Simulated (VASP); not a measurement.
A run of VASP 6.6.1 is set up as follows.

File INCAR:

```
SYSTEM = ZrB2
ALGO = Normal
EDIFF = 1E-7
EDIFFG = -0.002
ENCUT = 520
GGA = PE
IBRION = 2
ISIF = 3
ISMEAR = 0
LASPH = .True.
LCHARG = .False.
LREAL = .False.
LWAVE = .False.
NELM = 100
NSW = 80
PREC = Accurate
SIGMA = 0.3
```

The input KPOINTS:

```
k-points
0
Gamma
  15 15 12
  0 0 0
```

The input POSCAR:

```
ZrB2
1.0
    3.1700000000      0.0000000000      0.0000000000
   -1.5850000000      2.7453005300      0.0000000000
    0.0000000000      0.0000000000      3.5330000000
Zr B
1 2
Direct
    0.0000000000      0.0000000000      0.0000000000
    0.3333333300      0.6666666700      0.5000000000
    0.6666666700      0.3333333300      0.5000000000
```

Potentials or basis: VASP PAW PBE potentials, release 64 (Zr_sv, B).

Run with:

```bash
$ cat potpaw_PBE.64/Zr_sv/POTCAR potpaw_PBE.64/B/POTCAR > POTCAR
$ mpirun -np 1 vasp_std > vasp.out
```

Estimate the band gap on the k mesh.

none (metal or under the smearing width).

Estimate the relaxed cell.

a = 3.172 Å, b = 3.172 Å, c = 3.543 Å, α = 90.00°, β = 90.00°, γ = 120.00°.

Estimate the relaxed volume.

10.29 Å³/atom.

Estimate the space group after relaxing (to 0.05 Å).

P6/mmm (No. 191).

Final structure:
```xyz
3
Lattice="3.1718 0.0000 0.0000 -1.5859 2.7469 0.0000 0.0000 0.0000 3.5431" Properties=species:S:1:pos:R:3 pbc="T T T"
Zr    3.1718    0.0000    0.0000
B     0.0000    1.8313    1.7715
B     1.5859    0.9156    1.7715
```

PBE usually gives volumes a little too large and moduli too small. Zero-point motion and thermal expansion aren't in these numbers.
